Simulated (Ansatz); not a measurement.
Here is an Ansatz 0.2.0 calculation.

Contents of input.yaml:

```yaml
crystal:
  lattice:
    - [-1.6069, 1.6069, 3.91495]
    - [1.6069, -1.6069, 3.91495]
    - [1.6069, 1.6069, -3.91495]
  atoms:
    - { symbol: W, position: [0.0, 0.0, 0.0] }
    - { symbol: Si, position: [0.6653, 0.6653, 0.0] }
    - { symbol: Si, position: [0.3347, 0.3347, 0.0] }
hamiltonian:
  xc: pbe
  pseudopotentials: { kind: paw }
  hubbard: { sites: [{ species: W, l: d, u_eff: 3.0 }] }
kpoints:
  mp_grid: { grid: [12, 12, 12] }
  band_path:
    path:
      - [[0.0, 0.0, 0.0], [0.0, 0.0, 0.5], [-0.084235521, 0.084235521, 0.5], [-0.2921177605, 0.2921177605, 0.2921177605], [0.0, 0.0, 0.0], [0.5, 0.5, -0.5], [0.2921177605, 0.7078822395, -0.2921177605], [0.0, 0.5, 0.0], [0.25, 0.25, 0.25], [0.5, 0.5, -0.084235521], [0.5, 0.5, -0.5]]
      - [[0.0, 0.0, 0.5], [0.25, 0.25, 0.25]]
    npoints: 14
scf:
  occupations: { method: fermi_dirac, width: 0.05 }
  n_extra_bands: 7
output:
  forces: true
  stress: true
  eigenvalues: true
  fatbands: false
```

Potentials or basis: Ansatz PAW.

The run is started by

```sh
$ ansatz run input.yaml --threads 2 --pin off --max-ram 5632MiB --backend cpu --events-out ev --progress --plain --runs-dir out
```

**Question.** Predict the largest force.

**Answer.** 0.098 eV/Å.

**Question.** Estimate the band gap on the k mesh.

**Answer.** None (metal or under the smearing width).

**Question.** Estimate the pressure.

**Answer.** 2.7 GPa.

Stress tensor (GPa, compression positive):
```
2.96 0.00 0.00
0.00 2.96 0.00
0.00 0.00 2.25
```

Caveat: spin-orbit coupling is left out, which moves the levels of the heavy elements; U without spin polarisation on a metal has little footing; the U is typed as a test and isn't derived for this compound.
